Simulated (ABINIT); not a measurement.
# CuAu (P4/mmm) in ABINIT: phonons with LDA

Aim: the phonons of CuAu with LDA.

Program: ABINIT 10.8.3 (patched build). These are calculated values, not measurements. Logs are shortened: lines on timing, memory, paths and dates and some standing lists are left out, and cuts for length are marked. The log counts tension as positive stress, the text compression.

## 1. The undisturbed crystal

It takes space group P4/mmm (No. 123, tetragonal). The conventional cell has a = 2.811 Å, b = 2.811 Å, c = 3.685 Å, α = 90.00°, β = 90.00°, γ = 90.00°. Around Au (site symmetry 4/mmm) lie 8 Cu at 2.71 Å and 4 Au at 2.81 Å. Around Cu (site symmetry 4/mmm) lie 8 Au at 2.71 Å and 4 Cu at 2.81 Å.

## 2. Phonons, LDA (cell relaxed at zero pressure by an earlier run)

run.abi reads:

```
# Datasets
ndtset 2

# Pseudopotentials
pp_dirpath "./"
pseudos "Au.upf, Cu.upf"

# Structure
acell 2.78390587 2.78390587 3.5439351 Angstrom
rprim
     1.0000000000     0.0000000000     0.0000000000
     0.0000000000     1.0000000000     0.0000000000
     0.0000000000     0.0000000000     1.0000000000
ntypat 2
znucl 79 29
natom 2
typat 1 2
chkprim 0
chksymtnons 0
tolsym 1.0e-6
xred
            0.0            0.0            0.0
            1/2            1/2            1/2

# Plane-wave basis
ecut 46.0
ecutsm 0.5

# k points
ngkpt 12 12 8
nshiftk 1
shiftk 0.0 0.0 0.0

# Exchange and correlation
ixc 7

# Bands and occupations
nband 27
occopt 7
tsmear 0.136 eV

# SCF cycle
nstep 80

# Output
prteig 0
prtebands 0
prtwf 0
prtden 0
prtpot 0

# Dataset 1: ground state
kptopt1 1
tolvrs1 1.0e-15
prtwf1 1
tolwfr1 1.0e-14
nbdbuf1 4
nline1 6

# Dataset 2: response at q = 0 to atomic displacements
rfphon2 1
rfatpol2 1 2
rfdir2 1 1 1
getwfk2 1
kptopt2 2
nqpt2 1
qpt2 0.0 0.0 0.0
tolvrs2 1.0e-9
```

mrgddb.in reads:

```
merged_DDB
CuAu
2
runo_DS1_DDB
runo_DS2_DDB
```

anaddb.abi reads:

```
ddb_filepath "merged_DDB"
output_file "anaddb.abo"
outdata_prefix "ana"
asr 1
chneut 0
dipdip 0
dieflag 0
enunit 0
eivec 1
nph1l 1
qph1l 0.0 0.0 0.0 1.0
```

Potentials or basis: PseudoDojo NC SR LDA v0.4.1 standard.

Started as:

```console
$ mpirun --bind-to none -np 4 abinit run.abi > log 2>&1
$ mrgddb < mrgddb.in > mrgddb.log 2>&1
$ anaddb anaddb.abi > anaddb.log 2>&1
```

run.abo:

```text
.Version 10.8.3 of ABINIT
 DATASET    1 : space group P4/m m m (#123); Bravais tP (primitive tetrag.)
================================================================================
 Values of the parameters that define the memory need for DATASET  1.
     intxc =       0    ionmov =       0      iscf =       7    lmnmax =       7
     lnmax =       7     mgfft =      45  mpssoang =       4    mqgrid =    3001
     natom =       2  nloc_mem =       1    nspden =       1   nspinor =       1
    nsppol =       1      nsym =      16    n1xccc =    2501    ntypat =       2
    occopt =       7   xclevel =       1
       mpw =        2796          nfft =       58320          nkpt =         140
================================================================================
================================================================================

 DATASET    2 : space group P4/m m m (#123); Bravais tP (primitive tetrag.)
================================================================================
 Values of the parameters that define the memory need for DATASET  2 (RF).
     intxc =       0      iscf =       7    lmnmax =       7     lnmax =       7
     mgfft =      45  mpssoang =       4    mqgrid =    3001     natom =       2
  nloc_mem =       1    nspden =       1   nspinor =       1    nsppol =       1
      nsym =      16    n1xccc =    2501    ntypat =       2    occopt =       7
   xclevel =       1
      nfft =       58320          nkpt =         580
================================================================================
================================================================================

--------------------------------------------------------------------------------
------------- Echo of variables that govern the present computation ------------
--------------------------------------------------------------------------------
 -outvars: echo values of preprocessed input variables --------
            acell      5.2608196546E+00  5.2608196546E+00  6.6970667470E+00 Bohr
              amu      1.96966540E+02  6.35460000E+01
          chkprim           0
      chksymtnons           0
             ecut      4.60000000E+01 Hartree
           ecutsm      5.00000000E-01 Hartree
           getwfk1          0
           getwfk2          1
                       outvar_i_n : Printing only first  50 k-points.
              ixc           7
           jdtset        1    2
                       outvar_i_n : Printing only first  50 k-points.
           kptopt1          1
           kptopt2          2
         kptrlatt       12    0    0      0   12    0      0    0    8
          kptrlen      5.35765340E+01
            natom           2
            nband1         27
            nband2         27
           nbdbuf1          4
           nbdbuf2          2
           ndtset           2
[... 230 lines left out ...]
  J.P.Perdew and Y.Wang, PRB 45, 13244 (1992)

 Real(R)+Recip(G) space primitive vectors, cartesian coordinates (Bohr,Bohr^-1):
 R(1)=  5.2608197  0.0000000  0.0000000  G(1)=  0.1900844  0.0000000  0.0000000
 R(2)=  0.0000000  5.2608197  0.0000000  G(2)=  0.0000000  0.1900844  0.0000000
 R(3)=  0.0000000  0.0000000  6.6970667  G(3)=  0.0000000  0.0000000  0.1493191
 Unit cell volume ucvol=  1.8534952E+02 bohr^3
 Angles (23,13,12)=  9.00000000E+01  9.00000000E+01  9.00000000E+01 degrees
 setup1 : take into account q-point for computing boxcut.

 getcut: wavevector=  0.0000  0.0000  0.0000  ngfft=  36  36  45
         ecut(hartree)=     46.000   => boxcut(ratio)=   2.15191
--------------------------------------------------------------------------------

 ==>  initialize data related to q vector <==

 The list of irreducible perturbations for this q vector is:
    1)    idir= 1    ipert=   1
    2)    idir= 3    ipert=   1
    3)    idir= 1    ipert=   2
    4)    idir= 3    ipert=   2

================================================================================

 The perturbation idir=   2  ipert=   1 is
 symmetric of a previously calculated perturbation.
 So, its SCF calculation is not needed.

 The perturbation idir=   2  ipert=   2 is
 symmetric of a previously calculated perturbation.
 So, its SCF calculation is not needed.

--------------------------------------------------------------------------------
 Perturbation wavevector (in red.coord.)   0.000000  0.000000  0.000000
 Perturbation : displacement of atom   1   along direction   1
 Found     4 symmetries that leave the perturbation invariant.
 symkpt : the number of k-points, thanks to the symmetries,
 is reduced to   245 .
[... 172 lines left out ...]
 2DEtotal=    0.3746836387E+01 Ha. Also 2DEtotal=    0.101956612139E+03 eV
    (2DErelax=   -2.2911267702E+04 Ha. 2DEnonrelax=    2.2915014539E+04 Ha)
    (  non-var. 2DEtotal :    3.7468318800E+00 Ha)

================================================================================

 ---- first-order wavefunction calculations are completed ----

 ==> Compute Derivative Database <==

  Dynamical matrix, in cartesian coordinates,
   if specified in the inputs, asr has been imposed
     j1       j2             matrix element
  dir pert dir pert     real part    imaginary part

   1    1   1    1         0.0448398243         0.0000000000
   1    1   1    2        -0.0448398243         0.0000000000

   2    1   2    1         0.0448398243         0.0000000000
   2    1   2    2        -0.0448398243         0.0000000000
[... 10 lines left out ...]
   3    2   3    1        -0.0835270638         0.0000000000
   3    2   3    2         0.0835270638         0.0000000000

  Phonon wavevector (reduced coordinates) :  0.00000  0.00000  0.00000
 Phonon energies in Hartree :
   0.000000E+00  0.000000E+00  0.000000E+00  7.155256E-04  7.155256E-04
   9.765797E-04
 Phonon frequencies in cm-1    :
   0.000000E+00  0.000000E+00  0.000000E+00  1.570397E+02  1.570397E+02
   2.143345E+02

== END DATASET(S) ==============================================================
================================================================================

 -outvars: echo values of variables after computation  --------
            acell      5.2608196546E+00  5.2608196546E+00  6.6970667470E+00 Bohr
           etotal1    -3.3702057704E+02
           etotal2     3.7468363874E+00
            fcart1    -0.0000000000E+00 -0.0000000000E+00 -0.0000000000E+00
                      -0.0000000000E+00 -0.0000000000E+00 -0.0000000000E+00
            fcart2     0.0000000000E+00  0.0000000000E+00  0.0000000000E+00
                       0.0000000000E+00  0.0000000000E+00  0.0000000000E+00
           strten1    -2.3541916667E-05 -2.3541916667E-05  3.6832379481E-06
                       0.0000000000E+00  0.0000000000E+00  0.0000000000E+00
           strten2     0.0000000000E+00  0.0000000000E+00  0.0000000000E+00
                       0.0000000000E+00  0.0000000000E+00  0.0000000000E+00
           xangst      0.0000000000E+00  0.0000000000E+00  0.0000000000E+00
                       1.3919529350E+00  1.3919529350E+00  1.7719675500E+00
             xred      0.0000000000E+00  0.0000000000E+00  0.0000000000E+00
                       5.0000000000E-01  5.0000000000E-01  5.0000000000E-01
 Calculation completed.
```

anaddb.abo:

```text
.Version 10.8.3 of ANADDB
================================================================================

 -outvars_anaddb: echo values of input variables ----------------------

[... 86 lines left out ...]
 Symmetry characters of vibration mode #   4
        degenerate with vibration mode #   5
  2.0 -2.0  0.0  0.0 -2.0  2.0  0.0  0.0 -0.0  0.0 -0.0  0.0  0.0 -0.0 -0.0  0.0
 Symmetry characters of vibration mode #   6
  1.0 -1.0 -1.0  1.0  1.0 -1.0 -1.0  1.0  1.0 -1.0 -1.0  1.0  1.0 -1.0 -1.0  1.0

================================================================================

 anaddb : the run completed successfully.
```

Run time: 4.8 min. Hardware: 4 MPI ranks of AMD EPYC 9R45 (Zen 5), shared host; peak memory 1.2 GiB.

What came out:

| Property | Result |
| --- | --- |
| Free energy | -9170.7971 eV |
| Pressure | 0.4 GPa |
| Band gap on the k mesh | none (metal or under the smearing width) |
| Highest phonon frequency at Γ | 214 cm⁻¹ |

Stress tensor (GPa, compression positive):
```
 0.69  0.00  0.00
 0.00  0.69  0.00
 0.00  0.00 -0.11
```

Phonon frequencies in cm⁻¹ (negative: imaginary):
| q point | frequencies |
| --- | --- |
| (0.000, 0.000, 0.000) | 0 0 0 157 157 214 |
